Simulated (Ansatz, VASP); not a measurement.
## PtS2 in two plane-wave programs

Wanted: the spread between two codes on one cell, functional and k mesh. Valence electrons are named where the data sets of a main pair hold unlike numbers.

Program: Ansatz 0.2.0. Level of theory: plane waves, with VASP 6.6.1 beside it; single point at PBE, single point at LDA and single point at PBEsol. Results are calculated unless marked as measured.

## Step 1: Starting point

The cell holds 6 atoms: 4 S and 2 Pt. Its edges and angles: a = 3.543 Å, b = 3.543 Å, c = 22.326 Å, α = 90.0°, β = 90.0°, γ = 120.0°. It derives from PtS2. As first built, before any earlier steps moved the atoms (in the runner's words): kind sheets cut from a layered crystal; sheets 2. Vacuum lies along c.

## Step 2: Ansatz: single point, PBE

Ansatz runs on its default PAW (the set named soft_2) files.

A single point gives forces, pressure and levels at one fixed geometry, so differences don't come from the geometry; what else differs is listed under the comparison.

Input file input.yaml:

```yaml
crystal:
  lattice:
    - [3.5432, 0.0, 0.0]
    - [-1.7716, 3.068501211, 0.0]
    - [0.0, 0.0, 22.3264152]
  atoms:
    - { symbol: S, position: [0.333333333, 0.666666667, 0.664075046] }
    - { symbol: S, position: [0.666666667, 0.333333333, 0.561612775] }
    - { symbol: S, position: [0.333333333, 0.666666667, 0.438387225] }
    - { symbol: S, position: [0.666666667, 0.333333333, 0.335924954] }
    - { symbol: Pt, position: [0.0, 0.0, 0.612843911] }
    - { symbol: Pt, position: [0.0, 0.0, 0.387156089] }
hamiltonian:
  xc: pbe
  pseudopotentials: { kind: paw }
kpoints:
  mp_grid: { grid: [12, 12, 1] }
scf:
  occupations: { method: gaussian, width: 0.05 }
  n_extra_bands: 5
efield:
  axis: 3
  dipole_correction: true
  ramp_width: 0.04
output:
  forces: true
  eigenvalues: true
```

Launch:

```sh
$ ansatz run input.yaml --threads 4 --pin off --max-ram 9216MiB --backend cpu --events-out ev --progress --plain --runs-dir out
```

Numbers of over 12 decimals in the logs are rounded to 6 here.

The log of the run:

```text
scf.n_extra_bands = 5 over 30 filled bands (N_el = 60.0): the run solves 35 bands
Engine: ansatz 0.2.0, x86_64-unknown-linux-gnu
Pseudopotentials: kind: paw
Pseudopotential: S, paw, valence charge 6, recommended cutoff 420 eV (normal), S.paw.azcp
Pseudopotential: Pt, paw, valence charge 18, recommended cutoff 420 eV (normal), Pt.paw.azcp
Functional definition: PBE
  parameter kappa = 0.804
  parameter beta = 0.066725
  exchange = pbe_x(kappa = kappa, mu = beta*pi^2/3)
  correlation = pbe_c(beta = beta)
Crystal: 6 atoms, lattice volume = 242.740 Å³
Basis set: ecut = 420 eV, 4689 PW (Γ), exchange–correlation on 48×48×300 points (8 copies of the dense FFT grid, shifted against one another)
Bands: 35, of which v1, the nominal top of the filled ones, is band 30 counted from 1 (29 counted from 0)
Symmetry: 6 space group operations
k-points: 19 of 144 (time reversal used)
Non-local potential: S, projectors of the file, l = 0: 2, l = 1: 2, l = 2: 2
Non-local potential: Pt, projectors of the file, l = 0: 3, l = 1: 2, l = 2: 2, l = 3: 1
PAW form: soft (Blöchl's): semilocal exchange-correlation on the pseudo side does not see the compensation charge
PAW one-centre angular grid: S, 110 points (default); XC on 64 Gauss nodes
PAW one-centre angular grid: Pt, 590 points (default); XC on 64 Gauss nodes
Initial density: superposition of atomic densities (neutral atoms: chi_scale 0, normalization atom), corrected by the library's trained network
Initial wavefunctions: pseudopotential atomic-orbital guess
Functional: x = pbe(κ = 0.804, μ = 0.219515), c = pbe(β = 0.066725)
SCF iter   1: F=—  HF=-28656.165386 eV  |F-HF|=—  |Δ(HF+E_count)|=         —  Δρ=2.24e-3  dr2=1.56e-2  ethr=1.77e-3  p=0.000 e·Å  D=9.35e-14 V/Å  ΔV_dip=-0.00 eV  dr2_dipole=1.35e-9  V_vac-E_F(+/−)=5.28/5.28 eV  ⟨swp⟩=9.4  Hψ=3360  notcnv=0
efield: sawtooth ramp at fractional position 0.9800 (placed from the atoms, in the widest stretch of the axis that holds none; the zero of the levels goes with the place), width 0.0400; the density the first Hamiltonian is built on has a dipole p = 0.000 e·Å; the dipole correction subtracts the counter field D = 9.35e-14 V/Å, which shifts the + side's vacuum level by -0.00 eV against the − side's; the planar-averaged density in the ramp window peaks in size at 6.4e-6 e/Å³
preconditioner: auto → Resta (q_TF=auto, 2.161 Å⁻¹)  ε∞=4.6  [insulator: Δε(μ)=1.077 eV  Ē_g=8.388 eV  σ=0.050 eV  W_gap=1.00  n_scr=44 (ndim 8)  ℏωp=15.8 eV  f_vac=0.535  D(μ)=0.00/eV (n_scr^D=0)  ε∞_Penn≈4.6  vacuum switching on, ρ_ref=5.1e-3 e/Å³]
SCF iter   2: F=—  HF=-28656.164919 eV  |F-HF|=—  |Δ(HF+E_count)|=   4.68e-4  Δρ=1.14e-3  dr2=4.29e-3  ethr=2.59e-5  p=-0.000 e·Å  D=-6.38e-6 V/Å  ΔV_dip=0.00 eV  dr2_dipole=2.48e-9  V_vac-E_F(+/−)=5.25/5.25 eV  ⟨swp⟩=2.2  Hψ=1320  notcnv=0  defer=8
SCF iter   3: F=—  HF=-28656.165241 eV  |F-HF|=—  |Δ(HF+E_count)|=   3.22e-4  Δρ=5.68e-4  dr2=3.39e-3  ethr=7.15e-6  p=0.000 e·Å  D=8.85e-6 V/Å  ΔV_dip=-0.00 eV  dr2_dipole=1.25e-8  V_vac-E_F(+/−)=5.17/5.17 eV  ⟨swp⟩=2.0  Hψ=1004  notcnv=0  defer=8
SCF iter   4: F=—  HF=-28656.164947 eV  |F-HF|=—  |Δ(HF+E_count)|=   2.94e-4  Δρ=1.66e-4  dr2=7.92e-5  ethr=5.65e-6  p=-0.000 e·Å  D=-1.23e-6 V/Å  ΔV_dip=0.00 eV  dr2_dipole=1.87e-10  V_vac-E_F(+/−)=5.18/5.17 eV  ⟨swp⟩=2.1  Hψ=745  notcnv=0  defer=8
SCF iter   5: F=—  HF=-28656.164957 eV  |F-HF|=—  |Δ(HF+E_count)|=   9.52e-6  Δρ=1.10e-4  dr2=6.09e-5  ethr=1.32e-7  p=0.000 e·Å  D=3.25e-6 V/Å  ΔV_dip=-0.00 eV  dr2_dipole=2.42e-9  V_vac-E_F(+/−)=5.16/5.16 eV  ⟨swp⟩=3.1  Hψ=1434  notcnv=0  defer=8
SCF iter   6: F=—  HF=-28656.164946 eV  |F-HF|=—  |Δ(HF+E_count)|=   1.09e-5  Δρ=2.99e-5  dr2=5.59e-6  ethr=1.02e-7  p=-0.000 e·Å  D=-2.25e-6 V/Å  ΔV_dip=0.00 eV  dr2_dipole=4.64e-10  V_vac-E_F(+/−)=5.16/5.16 eV  ⟨swp⟩=2.0  Hψ=930  notcnv=0  defer=8
SCF iter   7: F=—  HF=-28656.164945 eV  |F-HF|=—  |Δ(HF+E_count)|=   2.22e-7  Δρ=1.56e-5  dr2=9.03e-7  ethr=9.32e-9  p=0.000 e·Å  D=2.05e-6 V/Å  ΔV_dip=-0.00 eV  dr2_dipole=7.87e-10  V_vac-E_F(+/−)=5.16/5.16 eV  ⟨swp⟩=2.0  Hψ=949  notcnv=0  defer=8
SCF iter   8: F=-28656.164946 eV  HF=-28656.164946 eV  |F-HF|=6.25e-8  |Δ(HF+E_count)|=   1.49e-7  Δρ=4.56e-6  dr2=8.60e-8  ethr=1.67e-10  p=-0.000 e·Å  D=-7.35e-6 V/Å  ΔV_dip=0.00 eV  dr2_dipole=7.85e-9  V_vac-E_F(+/−)=5.16/5.16 eV  ⟨swp⟩=10.8  Hψ=3717  notcnv=0
SCF 1 converged in 8 iterations: F = -28656.164946 eV  dr2 = 8.60e-8
  greatest PAW one-centre occupation: 1.000 electrons in one spin orbital (limit 2), on the Pt atom at site 4 (counted from 0), in its partial waves of l = 0
SCF converged after 8 iterations
Free energy (F): -28656.164946 eV
Harris-Foulkes:  -28656.164946 eV  (|F-HF|=6.25e-8)
Internal energy: -28656.164946 eV  (E = F + TS)
E sigma→0 (E₀):  -28656.164946 eV
Fermi energy:    2.310324 eV
Dipole field:    D = 0.000101 V/Å  (p = 0.000135 e·Å, saw-weighted, corrected)
Work function:   Φ+ = 5.1543 eV   Φ− = 5.1565 eV
Levels:          The Fermi level and band energies are counted from a zero that moves with the ramp; work functions are not
--- Per-component energies (eV) ---
  E_band       = -1183.754912
  E_kinetic    = 1709.532713
  E_local      = -44487.700602  (includes V_loc(G=0)·N_el)
  E_nonlocal   = 510.033215
  E_hartree    = 21320.066407
  E_xc         = -915.249204
  E_vxc        = -959.827696  (∫ρ·V_xc dr)
  E_paw        = -21308.208891  (= ΣΔE_a)
  E_vpaw       = -595.946062  (= ΣTr[D̂ρ^β])
  E_aug_tail   = 0.000377  (compensation charges beyond the density's cutoff)
  E_efield     = 0.000000  (sawtooth field / dipole correction)
  E_vefield    = 0.000000  (∫n·V_field dr)
  E_ewald      = 14515.361039
  E_smearing   = -0.000000  (= −TS)
  E_closure    = 0.000000  (closes the sum)
  Σ components = -28656.164946   (vs F -28656.164946, Δ=0.00e0)
--- Forces (eV/Å), atoms counted from 1 ---
  atom   1  S     -0.00000000    -0.00000000     1.45329399
  atom   2  S      0.00000000     0.00000000    -1.20199729
  atom   3  S     -0.00000000    -0.00000000     1.20201506
  atom   4  S      0.00000000     0.00000000    -1.45329553
  atom   5  Pt     0.00000000     0.00000000    -0.11717777
  atom   6  Pt    -0.00000000    -0.00000000     0.11719072
  max |Σ_I F_I| component: 2.92e-5 eV/Å
--- Band table (eV; the first three rows and the last of 19) ---
  k-point 0: bands = [... 26 lower, 0.6336, 0.7287, 0.7287, 1.3741, 4.5020, 4.5020, 4.7388, 4.7388, ... 1 higher]
  k-point 1: bands = [... 26 lower, 0.7699, 0.8325, 0.9588, 1.6378, 4.0118, 4.2665, 4.3461, 4.6067, ... 1 higher]
  k-point 2: bands = [... 26 lower, 0.7820, 0.9895, 1.0544, 1.7165, 3.3502, 3.3958, 4.0722, 4.3613, ... 1 higher]
  k-point 18: bands = [... 26 lower, 0.1368, 0.1368, 0.3631, 0.3632, 3.1869, 3.1869, 3.7853, 3.7853, ... 1 higher]
```

Run time: 4 s. Hardware: 4 threads of Intel Xeon Platinum 8488C (Sapphire Rapids), shared host; peak memory 0.61 GiB; 15 s of CPU time.

Reading the cycles: dr2 is the Hartree energy of the density residual (eV), the measure of convergence; HF is the Harris–Foulkes estimate of the energy, which meets the free energy F at convergence.

## Step 3: VASP: single point, PBE

The same cell, functional, mesh and smearing now go to VASP, with its own data sets.

Lines of VASP's logs that name or quote its potential files are left out, and so is its time.

Input file INCAR:

```
SYSTEM = PtS2
PREC = Normal
ENCUT = 350
EDIFF = 1E-06
NELM = 120
ISMEAR = 0
SIGMA = 0.05
LREAL = .FALSE.
ALGO = Normal
GGA = PE
NBANDS = 28
LORBIT = 11
LWAVE = .FALSE.
LCHARG = .FALSE.
KPAR = 4
IDIPOL = 3
LDIPOL = .TRUE.
DIPOL = 0.5 0.5 0.5
LVHAR = .TRUE.
LVACPOTAV = .TRUE.
```

Input file POSCAR:

```
PtS2
1.0
    3.5432000000      0.0000000000      0.0000000000
   -1.7716000000      3.0685012110      0.0000000000
    0.0000000000      0.0000000000     22.3264152000
S Pt
4 2
Direct
    0.3333333330      0.6666666670      0.6640750460
    0.6666666670      0.3333333330      0.5616127750
    0.3333333330      0.6666666670      0.4383872250
    0.6666666670      0.3333333330      0.3359249540
    0.0000000000      0.0000000000      0.6128439110
    0.0000000000      0.0000000000      0.3871560890
```

Input file KPOINTS:

```
Automatic mesh
0
Gamma
12 12 1
0 0 0
```

PAW data sets: S and Pt (PBE family, release 64).

Launch:

```sh
$ mpirun -np 4 vasp_std
```

The log of the run:

```text
[banner, memory and clock lines left out]
running    4 mpi-ranks, on    1 nodes
 distrk:  each k-point on    1 cores,    4 groups
 distr:  one band on    1 cores,    1 groups

 POSCAR found type information on POSCAR S Pt
 POSCAR found :  2 types and       6 ions
 LDA part: xc-table for (Slater+PW92), standard interpolation
 POSCAR, INCAR and KPOINTS ok, starting setup
 FFT: planning ... GRIDC
 FFT: planning ... GRID_SOFT
 FFT: planning ... GRID
 WAVECAR not read
 entering main loop
       N       E                     dE             d eps       ncg     rms          rms(c)
DAV:   1     0.285176104965E+03    0.28518E+03   -0.14862E+04  1064   0.944E+02
DAV:   2    -0.676623263456E+01   -0.29194E+03   -0.28317E+03  1448   0.225E+02
DAV:   3    -0.326477685266E+02   -0.25882E+02   -0.25415E+02  1264   0.736E+01
DAV:   4    -0.333887777573E+02   -0.74101E+00   -0.73753E+00  1444   0.135E+01
DAV:   5    -0.334046243035E+02   -0.15847E-01   -0.15839E-01  1360   0.196E+00    0.282E+01
DAV:   6    -0.309587237069E+02    0.24459E+01   -0.15554E+01  1184   0.311E+01    0.183E+01
DAV:   7    -0.306940582277E+02    0.26467E+00   -0.40514E+00  1132   0.170E+01    0.672E+00
DAV:   8    -0.305743082703E+02    0.11975E+00   -0.27299E-01  1200   0.425E+00    0.169E+00
DAV:   9    -0.305570402721E+02    0.17268E-01   -0.88915E-02  1216   0.230E+00    0.491E-01
DAV:  10    -0.305577898110E+02   -0.74954E-03   -0.76838E-03  1268   0.490E-01    0.629E-01
DAV:  11    -0.305589453968E+02   -0.11556E-02   -0.24697E-03  1232   0.352E-01    0.809E-01
DAV:  12    -0.305599299224E+02   -0.98453E-03   -0.13499E-03  1196   0.294E-01    0.936E-01
DAV:  13    -0.305593905392E+02    0.53938E-03   -0.21841E-04  1308   0.789E-02    0.841E-01
DAV:  14    -0.305592400801E+02    0.15046E-03   -0.23640E-05  1352   0.206E-02    0.791E-01
DAV:  15    -0.305590196499E+02    0.22043E-03   -0.54150E-05  1236   0.335E-02    0.707E-01
DAV:  16    -0.305589230836E+02    0.96566E-04   -0.14142E-05  1336   0.168E-02    0.663E-01
DAV:  17    -0.305587352724E+02    0.18781E-03   -0.54033E-05  1168   0.299E-02    0.566E-01
DAV:  18    -0.305583429780E+02    0.39229E-03   -0.48370E-04  1156   0.885E-02    0.283E-01
DAV:  19    -0.305582599921E+02    0.82986E-04   -0.95580E-05  1348   0.403E-02    0.169E-01
DAV:  20    -0.305582299057E+02    0.30086E-04   -0.30027E-05  1172   0.229E-02    0.967E-02
DAV:  21    -0.305582169726E+02    0.12933E-04   -0.19632E-05  1312   0.182E-02    0.405E-02
DAV:  22    -0.305582140475E+02    0.29252E-05   -0.50747E-06  1196   0.946E-03    0.124E-02
DAV:  23    -0.305582136706E+02    0.37691E-06   -0.44177E-07   640   0.311E-03
|                                                                             |
|           W    W    AA    RRRRR   N    N  II  N    N   GGGG   !!!           |
|           W    W   A  A   R    R  NN   N  II  NN   N  G    G  !!!           |
|           W    W  A    A  R    R  N N  N  II  N N  N  G       !!!           |
|           W WW W  AAAAAA  RRRRR   N  N N  II  N  N N  G  GGG   !            |
|           WW  WW  A    A  R   R   N   NN  II  N   NN  G    G                |
|           W    W  A    A  R    R  N    N  II  N    N   GGGG   !!!           |
|                                                                             |
|     Did not find any points to average over, which means that no vacuum     |
|     field-free region was found. Please increase the size of  your cell     |
|     in the dimension of the dipole correction to obtain accurate            |
|     workfunction values.                                                    |
|                                                                             |

   1 F= -.30558214E+02 E0= -.30558214E+02  d E =-.167940E-16
```

OUTCAR, selected parts (step 3):

```text
ion  position               nearest neighbor table
   1  0.333  0.667  0.664-   5 2.34   5 2.34   5 2.34
   2  0.667  0.333  0.562-   5 2.34   5 2.34   5 2.34
   3  0.333  0.667  0.438-   6 2.34   6 2.34   6 2.34
   4  0.667  0.333  0.336-   6 2.34   6 2.34   6 2.34
   5  0.000  0.000  0.613-   1 2.34   1 2.34   1 2.34   2 2.34   2 2.34   2 2.34
   6  0.000  0.000  0.387-   4 2.34   4 2.34   4 2.34   3 2.34   3 2.34   3 2.34

  LATTYP: Found a hexagonal cell.
 ALAT       =     3.5432000000
 C/A-ratio  =     6.3012009483

 Subroutine GETGRP returns: Found 12 space group operations
 (whereof 12 operations were pure point group operations)

The static configuration has the point symmetry D_3d.

 Found     19 irreducible k-points:

   k-points           NKPTS =     19   k-points in BZ     NKDIM =     19   number of bands    NBANDS=     28

   dimension x,y,z NGX =    16 NGY =   16 NGZ =  108
   dimension x,y,z NGXF=    32 NGYF=   32 NGZF=  216

   ENCUT  =  350.0 eV  25.72 Ry    5.07 a.u.   5.40  5.40 34.06*2*pi/ulx,y,z

   NELECT =      44.0000    total number of electrons

 k-points in reciprocal lattice and weights: Automatic mesh
   0.00000000  0.00000000  0.00000000       0.007
   0.08333333  0.00000000  0.00000000       0.042
   0.16666667  0.00000000  0.00000000       0.042
   0.25000000  0.00000000  0.00000000       0.042
   0.33333333 -0.00000000  0.00000000       0.042
   0.41666667 -0.00000000  0.00000000       0.042
   0.50000000  0.00000000  0.00000000       0.021
   0.08333333  0.08333333  0.00000000       0.042
   0.16666667  0.08333333  0.00000000       0.083
[...]
0.33333333  0.25000000  0.00000000       0.083
   0.33333333  0.33333333  0.00000000       0.014

 dipolmoment           0.000000      0.000000      0.000000 electrons x Angstroem

 average (electrostatic) potential at core
       1 -92.0394       2 -92.1067       3 -92.1067       4 -92.0394       5 -75.1825
       6 -75.1825

 E-fermi :   0.1522

 k-point     1 :       0.0000    0.0000    0.0000
  band No.  band energies     occupation
    ...
     18      -1.2665      2.00000
     19      -1.2665      2.00000
     20      -1.1709      2.00000
     21      -1.1709      2.00000
     22      -0.5277      2.00000
     23       2.5919      0.00000
     24       2.5919      0.00000
     25       2.8279      0.00000
     26       2.8279      0.00000
     27       4.6954      0.00000
    ...

 k-point     2 :       0.0833    0.0000    0.0000
  band No.  band energies     occupation
    ...
     18      -1.2254      2.00000
     19      -1.1287      2.00000
     20      -1.0650      2.00000
     21      -0.9382      2.00000
     22      -0.2640      2.00000
     23       2.1039      0.00000
     24       2.3568      0.00000
     25       2.4361      0.00000
     26       2.6960      0.00000
     27       4.9619      0.00000
    ...

 k-point     3 :       0.1667    0.0000    0.0000
  band No.  band energies     occupation
    ...
     18      -1.2228      2.00000
     19      -1.1144      2.00000
     20      -0.9087      2.00000
     21      -0.8421      2.00000
     22      -0.1864      2.00000
     23       1.4459      0.00000
     24       1.4869      0.00000
     25       2.1621      0.00000
     26       2.4508      0.00000
     27       5.3689      0.00000
    ...

  Total        7.3142758      7.3142758      6.3592556      0.0000000     -0.0000000      0.0000000
  in kB       48.2770749     48.2770749     41.9735691      0.0000000     -0.0000000      0.0000000
  external PRESSURE =      46.1759063 kB  Pullay stress =       0.0000000 kB

  energy-cutoff  :      350.00
  volume of cell :      242.74
      direct lattice vectors                 reciprocal lattice vectors
     3.543200000  0.000000000  0.000000000     0.282230752  0.162946001  0.000000000
    -1.771600000  3.068501211  0.000000000     0.000000000  0.325892001  0.000000000
     0.000000000  0.000000000 22.326415200     0.000000000  0.000000000  0.044789994

 POSITION                                       TOTAL-FORCE (eV/Angst)
 -----------------------------------------------------------------------------------
     -0.00000      2.04567     14.82642        -0.000000      0.000000      1.405075
      1.77160      1.02283     12.53880         0.000000     -0.000000     -1.152196
     -0.00000      2.04567      9.78762         0.000000     -0.000000      1.152196
      1.77160      1.02283      7.50000         0.000000     -0.000000     -1.405075
      0.00000      0.00000     13.68261        -0.000000      0.000000     -0.114421
      0.00000      0.00000      8.64381        -0.000000      0.000000      0.114421
 -----------------------------------------------------------------------------------
    total drift:                                0.000000      0.000000      0.000000

  FREE ENERGIE OF THE ION-ELECTRON SYSTEM (eV)
  ---------------------------------------------------
  free  energy   TOTEN  =       -30.5582136706 eV

  energy  without entropy=      -30.5582136706  energy(sigma->0) =      -30.55821367

 vacuum level on the upper side and lower side of the slab         5.549         5.549

 total charge
# of ion       s       p       d       tot
------------------------------------------
    1        1.357   2.313   0.000   3.669
    2        1.360   2.306   0.000   3.666
    3        1.360   2.306   0.000   3.666
    4        1.357   2.313   0.000   3.669
    5        0.731   0.874   8.026   9.631
    6        0.731   0.874   8.026   9.631
--------------------------------------------------
tot          6.894  10.985  16.052  33.931

[... 3 further parts left out ...]
```

The gap is read on the k-mesh alone, so it is an upper bound where the band edges lie off the mesh.

## Step 4: Differences

Known differences besides the potentials themselves: the data sets hold 60 valence electrons in Ansatz (on its default PAW (the set named soft_2) files) and 44 in VASP; the cutoff is 420 eV in Ansatz and 350 eV in VASP (PREC = Normal); VASP leaves aspherical gradient terms in its spheres out (LASPH is not set), Ansatz keeps them. Total energies have different zeros and are not compared.

Both answers:

```
              quantity  Ansatz   VASP  difference
gap on the k mesh (eV)   1.076  1.073      +0.003
```

Forces (eV/Å; atoms numbered as in POSCAR):

```
atom        Ansatz x, y, z          VASP x, y, z
  S1   0.000, 0.000, 1.453   0.000, 0.000, 1.405
  S2  0.000, 0.000, -1.202  0.000, 0.000, -1.152
  S3   0.000, 0.000, 1.202   0.000, 0.000, 1.152
  S4  0.000, 0.000, -1.453  0.000, 0.000, -1.405
 Pt5  0.000, 0.000, -0.117  0.000, 0.000, -0.114
 Pt6   0.000, 0.000, 0.117   0.000, 0.000, 0.114
```

The forces differ by 23 meV/Å r.m.s., which is 3.8 % of the r.m.s. force of 0.607 eV/Å (both taken over all components). A gap on the mesh is an upper bound, since the band edges may lie between its points; neither run holds spin-orbit coupling, which can move the band edges of a compound of Pt. With vacuum in the cell, a pressure given here is an average over mostly empty space and none of the material.

## Step 5: Other set-ups

Further runs change the set-up of one program: Ansatz's method, potentials or start, or VASP's data sets, cutoff or form of LDA. The table gives Ansatz less VASP for each quantity, since a change that brings one quantity closer may part another.

```
                                        run  r.m.s. force difference (meV/Å)  gap on the k mesh (eV)
                                   as above                               23                  0.0033
    Ansatz's larger PAW set (cutoff 900 eV)                               25                  0.0086
norm-conserving potentials (cutoff 1143 eV)                               26                  9.3e-4
```

[end of part 1 of 2]

[Lines on the potential files, build, host, timing and source positions are cut from VASP's logs without a mark.]

[Logs are printed without paths, hosts, clocks, repeated set-up lines and the standing remarks that a program may print on its own settings, such as how far it seeks lower states.]

[Hosts, paths, dates, database ids (printed as entryN), source tags and the programs' standing remarks are cut or masked in the printed files.]
